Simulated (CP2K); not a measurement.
# Al (Im-3m) in CP2K: notebook

The runs below take Al through single point, equation of state, with LDA.

Program: CP2K 2026.2. These are calculated values, not measurements. Logs are shortened: lines on timing, memory, paths and dates and some standing lists are left out, and cuts for length are marked.

**1. Starting point**

It takes space group Im-3m (No. 229, cubic). The conventional cell has a = 3.182 Å, b = 3.182 Å, c = 3.182 Å, α = 90.00°, β = 90.00°, γ = 90.00°. Al (site symmetry m-3m) is surrounded by 8 Al at 2.76 Å.

This isn't the form of Al at room conditions, which is fcc.

**2. Single point, LDA, 16.12 Å³/atom**

Contents of al_eos.inp:

```
&GLOBAL
  PROJECT al_eos
  RUN_TYPE ENERGY_FORCE
  PRINT_LEVEL LOW
&END GLOBAL
&FORCE_EVAL
  METHOD QS
  STRESS_TENSOR ANALYTICAL
  &DFT
    BASIS_SET_FILE_NAME BASIS_MOLOPT_UZH
    POTENTIAL_FILE_NAME GTH_POTENTIALS
    &MGRID
      CUTOFF 450
      REL_CUTOFF 60
      NGRIDS 4
    &END MGRID
    &QS
      METHOD GPW
      EPS_DEFAULT 1.0E-10
    &END QS
    &KPOINTS
      SCHEME MONKHORST-PACK 12 12 12
      GAMMA_CENTERED T
      SYMMETRY T
      SYMMETRY_BACKEND SPGLIB
    &END KPOINTS
    &SCF
      SCF_GUESS ATOMIC
      EPS_SCF 1.0E-6
      MAX_SCF 100
      ADDED_MOS 8
      CHOLESKY OFF
      EPS_EIGVAL 1.0E-7
      &DIAGONALIZATION ON
        ALGORITHM STANDARD
      &END DIAGONALIZATION
      &MIXING ON
        METHOD BROYDEN_MIXING
        ALPHA 0.4
        BETA 1.5
        NBUFFER 8
      &END MIXING
      &SMEAR ON
        METHOD FERMI_DIRAC
        ELECTRONIC_TEMPERATURE [K] 580.226
      &END SMEAR
    &END SCF
    &XC
      &XC_FUNCTIONAL
        &LDA_X
        &END LDA_X
        &LDA_C_PW
        &END LDA_C_PW
      &END XC_FUNCTIONAL
    &END XC
    &PRINT
      &KPOINTS ON
      &END KPOINTS
      &MULLIKEN ON
      &END MULLIKEN
      &MO ON
        ENERGIES T
        OCCUPATION_NUMBERS T
        &EACH
          QS_SCF 0
        &END EACH
        ADD_LAST NUMERIC
      &END MO
    &END PRINT
  &END DFT
  &SUBSYS
    &CELL
      A 2.7560716170 0.0000000000 0.0000000000
      B -0.9186905390 2.5984492398 0.0000000000
      C -0.9186905390 -1.2992246199 2.2503230521
      PERIODIC XYZ
    &END CELL
    &COORD
      SCALED
      Al  0.0000000000 0.0000000000 0.0000000000
    &END COORD
    &KIND Al
      BASIS_SET TZVP-MOLOPT-PBE-GTH-q3
      POTENTIAL GTH-PADE-q3
    &END KIND
    &PRINT
      &ATOMIC_COORDINATES ON
      &END ATOMIC_COORDINATES
      &CELL ON
      &END CELL
    &END PRINT
  &END SUBSYS
  &PRINT
    &FORCES ON
    &END FORCES
    &STRESS_TENSOR ON
    &END STRESS_TENSOR
  &END PRINT
&END FORCE_EVAL
```

Potentials or basis: GTH_POTENTIALS Al GTH-PADE-q3; TZVP-MOLOPT-PBE-GTH basis.

On the command line:

```console
$ OMP_NUM_THREADS=1 cp2k.psmp -i al_eos.inp -o al_eos.out
```

al_eos.out:

```text

 CP2K| version string:                                       CP2K version 2026.2
 CP2K| Input file name                                                al_eos.inp

 GLOBAL| Force Environment number                                              1
 GLOBAL| Basis set file name                                    BASIS_MOLOPT_UZH
 GLOBAL| Potential file name                                      GTH_POTENTIALS
 GLOBAL| MM Potential file name                                     MM_POTENTIAL
 GLOBAL| Coordinate file name                                      __STD_INPUT__
 GLOBAL| Method name                                                        CP2K
 GLOBAL| Project name                                                     al_eos
 GLOBAL| Run type                                                   ENERGY_FORCE
 GLOBAL| FFT library                                                       FFTW3
[... 6 lines left out ...]
 GLOBAL| Total number of message passing processes                             1
 GLOBAL| Number of threads for this process                                    1
 GLOBAL| CPU model name                          Intel(R) Xeon(R) Platinum 8488C

 CELL| Volume [angstrom^3]:                                            16.115716
 CELL| Vector a [angstrom]:       2.756     0.000     0.000   |a| =     2.756072
 CELL| Vector b [angstrom]:      -0.919     2.598     0.000   |b| =     2.756072
 CELL| Vector c [angstrom]:      -0.919    -1.299     2.250   |c| =     2.756072
 CELL| Angle (b,c), alpha [degree]:                                   109.471221
 CELL| Angle (a,c), beta  [degree]:                                   109.471221
 CELL| Angle (a,b), gamma [degree]:                                   109.471221
 CELL| Numerically orthorhombic:                                              NO
 CELL| Periodicity                                                           XYZ

 CELL_REF| Volume [angstrom^3]:                                        16.115716
 CELL_REF| Vector a [angstrom     2.756     0.000     0.000   |a| =     2.756072
 CELL_REF| Vector b [angstrom    -0.919     2.598     0.000   |b| =     2.756072
 CELL_REF| Vector c [angstrom    -0.919    -1.299     2.250   |c| =     2.756072
 CELL_REF| Angle (b,c), alpha [degree]:                               109.471221
 CELL_REF| Angle (a,c), beta  [degree]:                               109.471221
 CELL_REF| Angle (a,b), gamma [degree]:                               109.471221
 CELL_REF| Numerically orthorhombic:                                          NO
 CELL_REF| Periodicity                                                       XYZ
[... 9 lines left out ...]
 TOTAL NUMBERS AND MAXIMUM NUMBERS

  Total number of            - Atomic kinds:                                   1
                             - Atoms:                                          1
                             - Shell sets:                                     1
                             - Shells:                                         7
                             - Primitive Cartesian functions:                  4
                             - Cartesian basis functions:                     18
[... 111 lines left out ...]
     8 Broy./Diag. 0.40E+00    7.6     0.00000031        -2.0933319991 -1.00E-06

  *** SCF run converged in     8 steps ***

  Electronic density on regular grids:         -3.0000000000       -0.0000000000
  Core density on regular grids:                2.9999999993       -0.0000000007
  Total charge density on r-space grids:       -0.0000000008
  Total charge density g-space grids:          -0.0000000008

  Overlap energy of the core charge distribution:               0.00000000000000
  Self energy of the core charge distribution:                 -5.64189583547756
  Core Hamiltonian energy:                                      1.17887995614561
  Hartree energy:                                               3.17749105879542
  Exchange-correlation energy:                                 -0.80766593331385
  Electronic entropic energy:                                  -0.00014124527905
  Fermi energy:                                                 0.25831610177198

  Total energy:                                                -2.09333199912352
  Total energy (extrapolated to T->0):                         -2.09326137648399

 MO| EIGENVALUES AND OCCUPATION NUMBERS FOR K POINT 1
 MO|
 MO|  Index      Eigenvalue [a.u.]        Eigenvalue [eV]             Occupation
 MO|      1               0.222326               6.049790               2.000000
 MO|      2               0.222326               6.049799               2.000000
 MO|      3               0.254157               6.915973               1.811585
 MO|      4               0.601224              16.360124               0.000000
 MO|      5               0.616490              16.775556               0.000000
 MO|      6               0.616491              16.775563               0.000000
 MO|      7               0.947764              25.789958               0.000000
 MO|      8               1.215929              33.087118               0.000000
 MO|      9               1.215930              33.087130               0.000000
 MO|     10               1.561802              42.498781               0.000000
 MO| Sum:                                                               5.811585
 MO| E(Fermi):            0.258316 a.u.          7.029139 eV
[... 198 lines left out ...]
 MO|
 MO|  Index      Eigenvalue [a.u.]        Eigenvalue [eV]             Occupation
 MO|      1               0.083227               2.264720               2.000000
 MO|      2               0.252979               6.883897               1.896169
 MO|      3               0.327099               8.900805               0.000000
 MO|      4               0.356083               9.689498               0.000000
 MO|      5               0.986842              26.853326               0.000000
 MO|      6               0.992693              27.012549               0.000000
 MO|      7               1.074782              29.246305               0.000000
 MO|      8               1.095154              29.800651               0.000000
 MO|      9               1.193060              32.464816               0.000000
 MO|     10               1.485018              40.409396               0.000000
 MO| Sum:                                                               3.896169
 MO| E(Fermi):            0.258316 a.u.          7.029139 eV

 [... the levels of further k-points ...]

 !-----------------------------------------------------------------------------!
                     Mulliken Population Analysis

 #  Atom  Element  Kind  Atomic population                           Net charge
       1     Al       1          3.000000                             -0.000000
 # Total charge                              3.000000                 -0.000000

 !-----------------------------------------------------------------------------!

 ENERGY| Total FORCE_EVAL ( QS ) energy [hartree]             -2.093331672887144

 FORCES| Atomic forces [hartree/bohr]
 FORCES|   Atom     x               y               z               |f|
 FORCES|      1  1.02946258E-15  2.95425854E-15  2.56685633E-15   4.04675032E-15
 FORCES| Sum     1.02946258E-15  2.95425854E-15  2.56685633E-15
 FORCES| Total atomic force                                       4.04675032E-15

 STRESS| Analytical stress tensor [bar]
 STRESS|                        x                   y                   z
 STRESS|      x       -1.23500947518E+03  -6.27665262423E-01   4.65567523316E-02
 STRESS|      y       -6.27665262423E-01  -1.23522199653E+03  -3.73342545598E-02
 STRESS|      z        4.65567523316E-02  -3.73342545598E-02  -1.23405772283E+03
 STRESS| 1/3 Trace                                            -1.23476306485E+03
 STRESS| Determinant                                          -1.88256797940E+09

 STRESS| Eigenvectors and eigenvalues of the analytical stress tensor [bar]
 STRESS|                        1                   2                   3
 STRESS| Eigenvalues  -1.23575233367E+03  -1.23448742201E+03  -1.23404943886E+03
 STRESS|      x           0.645431206834      0.756481255911      0.105615655559
 STRESS|      y           0.763817870504     -0.639394545284     -0.088073129618
 STRESS|      z          -0.000904402355     -0.137516271460      0.990499094972
```

It took 64 s on 1 thread of Intel Xeon Platinum 8488C (Sapphire Rapids), shared host; peak memory 0.26 GiB.

Results:

| Item | Value |
| --- | --- |
| Free energy | -56.9625 eV |
| Pressure | -0.1 GPa |
| Band gap on the k mesh | none (metal or under the smearing width) |

Caveat: the basis of atomic orbitals isn't converged, which shifts pressures, moduli and gaps.

**3. Single point, LDA, 15.79 Å³/atom (volume scaled by 0.98)**

Changes to al_eos.inp since step 2:

```diff
@@ -11,2 +11,3 @@
     POTENTIAL_FILE_NAME GTH_POTENTIALS
+    WFN_RESTART_FILE_NAME previous-RESTART.kp
     &MGRID
@@ -27,3 +28,3 @@
     &SCF
-      SCF_GUESS ATOMIC
+      SCF_GUESS RESTART
       EPS_SCF 1.0E-6
@@ -72,5 +73,5 @@
     &CELL
-      A 2.7560716170 0.0000000000 0.0000000000
-      B -0.9186905390 2.5984492398 0.0000000000
-      C -0.9186905390 -1.2992246199 2.2503230521
+      A 2.7375739347 0.0000000000 0.0000000000
+      B -0.9125246449 2.5810094577 0.0000000000
+      C -0.9125246449 -1.2905047288 2.2352197578
       PERIODIC XYZ
```

Potentials or basis: GTH_POTENTIALS Al GTH-PADE-q3; TZVP-MOLOPT-PBE-GTH basis.

On the command line:

```console
$ OMP_NUM_THREADS=1 cp2k.psmp -i al_eos.inp -o al_eos.out
```

Wall time 50 s (1 thread of Intel Xeon Platinum 8488C (Sapphire Rapids), shared host); peak memory 0.25 GiB.

The run converged. Its results:

| Property | Result |
| --- | --- |
| Free energy | -56.9612 eV |
| Pressure | 1.4 GPa |
| Band gap on the k mesh | none (metal or under the smearing width) |

Caveat: the basis of atomic orbitals isn't converged, which shifts pressures, moduli and gaps.

**4. Single point, LDA, 16.44 Å³/atom (volume scaled by 1.02)**

Changes to al_eos.inp since step 3:

```diff
@@ -73,5 +73,5 @@
     &CELL
-      A 2.7375739347 0.0000000000 0.0000000000
-      B -0.9125246449 2.5810094577 0.0000000000
-      C -0.9125246449 -1.2905047288 2.2352197578
+      A 2.7743242788 0.0000000000 0.0000000000
+      B -0.9247747596 2.6156580144 0.0000000000
+      C -0.9247747596 -1.3078290072 2.2652262881
       PERIODIC XYZ
```

On the command line:

```console
$ OMP_NUM_THREADS=1 cp2k.psmp -i al_eos.inp -o al_eos.out
```

Wall time 46 s (1 thread of Intel Xeon Platinum 8488C (Sapphire Rapids), shared host); peak memory 0.25 GiB.

Results (log left out):

| Property | Result |
| --- | --- |
| Free energy | -56.9608 eV |
| Pressure | -1.5 GPa |
| Band gap on the k mesh | none (metal or under the smearing width) |

Caveat: the basis of atomic orbitals isn't converged, which shifts pressures, moduli and gaps.

**5. Single point, LDA, 15.47 Å³/atom (volume scaled by 0.96)**

Changes to al_eos.inp since step 4:

```diff
@@ -73,5 +73,5 @@
     &CELL
-      A 2.7743242788 0.0000000000 0.0000000000
-      B -0.9247747596 2.6156580144 0.0000000000
-      C -0.9247747596 -1.3078290072 2.2652262881
+      A 2.7188228398 0.0000000000 0.0000000000
+      B -0.9062742799 2.5633307559 0.0000000000
+      C -0.9062742799 -1.2816653779 2.2199095529
       PERIODIC XYZ
```

On the command line:

```console
$ OMP_NUM_THREADS=1 cp2k.psmp -i al_eos.inp -o al_eos.out
```

Run time: 44 s. Hardware: 1 thread of Intel Xeon Platinum 8488C (Sapphire Rapids), shared host; peak memory 0.26 GiB.

Results (log left out):

| Item | Value |
| --- | --- |
| Free energy | -56.9566 eV |
| Pressure | 3.2 GPa |
| Band gap on the k mesh | none (metal or under the smearing width) |

Caveat: the basis of atomic orbitals isn't converged, which shifts pressures, moduli and gaps.

**6. Single point, LDA, 16.76 Å³/atom (volume scaled by 1.04)**

Changes to al_eos.inp since step 5:

```diff
@@ -73,5 +73,5 @@
     &CELL
-      A 2.7188228398 0.0000000000 0.0000000000
-      B -0.9062742799 2.5633307559 0.0000000000
-      C -0.9062742799 -1.2816653779 2.2199095529
+      A 2.7923398764 0.0000000000 0.0000000000
+      B -0.9307799588 2.6326432827 0.0000000000
+      C -0.9307799588 -1.3163216413 2.2799359619
       PERIODIC XYZ
```

Potentials or basis: GTH_POTENTIALS Al GTH-PADE-q3; TZVP-MOLOPT-PBE-GTH basis.

On the command line:

```console
$ OMP_NUM_THREADS=1 cp2k.psmp -i al_eos.inp -o al_eos.out
```

It took 48 s on 1 thread of Intel Xeon Platinum 8488C (Sapphire Rapids), shared host; peak memory 0.25 GiB.

The run converged. Its results:

| Quantity | Value |
| --- | --- |
| Free energy | -56.9563 eV |
| Pressure | -2.8 GPa |
| Band gap on the k mesh | none (metal or under the smearing width) |

Caveat: the basis of atomic orbitals isn't converged, which shifts pressures, moduli and gaps.

**7. Single point, LDA, 15.15 Å³/atom (volume scaled by 0.94)**

Changes to al_eos.inp since step 6:

```diff
@@ -73,5 +73,5 @@
     &CELL
-      A 2.7923398764 0.0000000000 0.0000000000
-      B -0.9307799588 2.6326432827 0.0000000000
-      C -0.9307799588 -1.3163216413 2.2799359619
+      A 2.6998094706 0.0000000000 0.0000000000
+      B -0.8999364902 2.5454047795 0.0000000000
+      C -0.8999364902 -1.2727023898 2.2043852020
       PERIODIC XYZ
```

On the command line:

```console
$ OMP_NUM_THREADS=1 cp2k.psmp -i al_eos.inp -o al_eos.out
```

Run time: 54 s. Hardware: 1 thread of Intel Xeon Platinum 8488C (Sapphire Rapids), shared host; peak memory 0.25 GiB.

Results (log left out):

```yaml
Free_energy: -56.9483 eV
Pressure: 5.0 GPa
Band_gap_on_the_k_mesh: none (metal or under the smearing width)
```

Caveat: the basis of atomic orbitals isn't converged, which shifts pressures, moduli and gaps.

**8. Single point, LDA, 17.08 Å³/atom (volume scaled by 1.06)**

Changes to al_eos.inp since step 7:

```diff
@@ -73,5 +73,5 @@
     &CELL
-      A 2.6998094706 0.0000000000 0.0000000000
-      B -0.8999364902 2.5454047795 0.0000000000
-      C -0.8999364902 -1.2727023898 2.2043852020
+      A 2.8101259602 0.0000000000 0.0000000000
+      B -0.9367086534 2.6494121633 0.0000000000
+      C -0.9367086534 -1.3247060817 2.2944582385
       PERIODIC XYZ
```

On the command line:

```console
$ OMP_NUM_THREADS=1 cp2k.psmp -i al_eos.inp -o al_eos.out
```

Wall time 35 s (1 thread of Intel Xeon Platinum 8488C (Sapphire Rapids), shared host); peak memory 0.25 GiB.

Results (log left out):

| Property | Result |
| --- | --- |
| Free energy | -56.9495 eV |
| Pressure | -4.0 GPa |
| Band gap on the k mesh | none (metal or under the smearing width) |

Caveat: the basis of atomic orbitals isn't converged, which shifts pressures, moduli and gaps.

**9. Equation of state, LDA**

Potentials or basis: GTH_POTENTIALS Al GTH-PADE-q3; TZVP-MOLOPT-PBE-GTH basis.

This step only gathers the single runs of the series.

What came out:

```
Equilibrium volume                      : 16.09 Å³/atom
Bulk modulus                            : 75 GPa
Pressure derivative of the bulk modulus : 3.9
```

Energy against volume, from the lowest point:
| volume (Å³/atom) | energy (meV/atom) |
| --- | --- |
| 15.149 | 14.11 |
| 15.471 | 5.89 |
| 15.793 | 1.30 |
| 16.116 | 0.00 |
| 16.438 | 1.69 |
| 16.760 | 6.11 |
| 17.083 | 12.96 |

Caveat: the basis of atomic orbitals isn't converged, which shifts pressures, moduli and gaps.
